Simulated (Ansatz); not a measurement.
Relaxed bulk WSe2, space group P-6m2 (No. 187):

```
W Se
1.0
     3.32008    0.00000    0.00000
    -1.66004    2.87528    0.00000
     0.00000    0.00000   16.65424
W Se
1 2
Direct
  0.00000 0.00000 0.00000
  0.33333 0.66667 0.10078
  0.33333 0.66667 0.89922
```

Method: DFT PBE, scalar-relativistic, plane waves, PAW in Ansatz 0.2.0. Cutoff 420 eV, k spacing 0.19 to 0.25 Å⁻¹, dipole correction; no spin polarisation.

Slabs with different planes and terminations (top/bottom plane) are cut from it in 1×1 cells and relaxed. Each holds whole formula units counted by W and an excess Δn of Se (negative: a deficit); ΔE is its energy over those formula units in the bulk and the excess in the standard state of Se. The formation energy of WSe2 is -1.676 eV a formula unit (uncorrected), so Δμ(Se) runs from -0.838 eV to 0 if no other compound intervenes.

```
              slab A (Å²)  Δn(Se)  ΔE (eV)
(001) Se/Se, W2Se4    9.55       0    0.000
  (001) W/W, W2Se2    9.55   -2.00    6.921
```

Question: Work out each slab's surface energy at the Se-rich and Se-poor ends.

Answer: γ = [ΔE − Δn·Δμ(Se)]/(2A) × 16.02 J/m² per eV/Å², the mean of both faces:

| slab | Se-rich (J/m²) | Se-poor (J/m²) |
| --- | --- | --- |
| (001) Se/Se, W2Se4 | 0.00 | 0.00 |
| (001) W/W, W2Se2 | 5.80 | 4.40 |

Question: Does the lowest surface change with the conditions?

Answer: No: among these slabs (001) Se/Se, W2Se4 is lowest at both ends, and since each γ is a straight line in Δμ, throughout the range.

Only the planes named were cut, so another facet can lie lower still. Reconstructions in larger cells weren't sought.

The reference crystal is a form of WSe2, which isn't its usual structure.